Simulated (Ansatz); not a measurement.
**Au under strains and displacements**

Computed with DFT PBE, scalar-relativistic, plane waves, PAW (Ansatz 0.2.0).

Plane waves to 420 eV, a k mesh through Γ of 14×14×8 on the computed 2-atom cell and Gaussian smearing (0.10 eV); no spin polarisation.

Reference cell:

```yaml
crystal:
  lattice:
    - [2.90000, 0.00000, 0.00000]
    - [-1.45000, 2.51147, 0.00000]
    - [0.00000, 0.00000, 4.88000]
  atoms:
    - { symbol: Au, position: [0.33333, 0.66667, 0.75000] }
    - { symbol: Au, position: [0.66667, 0.33333, 0.25000] }
```

Each variant moves atoms of this cell by the vectors given, if any (Å), and then applies a symmetric strain (tensor components, Cartesian axes). The reference cell isn't relaxed at this level. Energies are per atom at zero smearing, counted from the lowest variant. Pressure is positive in compression.

1. strain (xx yy zz yz xz xy, %) 1.61 2.44 3.52 0.00 0.33 0.00; moves: Au1 (0.000, -0.100, 0.000); Au2 (0.000, 0.100, 0.000)
2. strain (xx yy zz yz xz xy, %) 0.19 1.29 -1.90 -2.00 1.16 -0.95; moves: Au1 (-0.130, -0.075, 0.000); Au2 (0.130, 0.075, 0.000)
3. strain (xx yy zz yz xz xy, %) 3.36 2.63 7.71 -3.46 -6.00 0.64; moves: Au1 (-0.083, -0.048, -0.028); Au2 (0.083, 0.048, 0.028)

| variant | ΔE (meV/atom) | P (GPa) | largest force (eV/Å) | space group |
| --- | --- | --- | --- | --- |
| 1 | 0.0 | -6.69 | 0.01 | C2/c |
| 2 | 3.7 | 4.10 | 0.36 | C2/c |
| 3 | 74.6 | -9.87 | 0.35 | C2/m |

Spin–orbit coupling is left out, which can shift energies with elements as heavy as these.

This form isn't the element's structure at ambient conditions.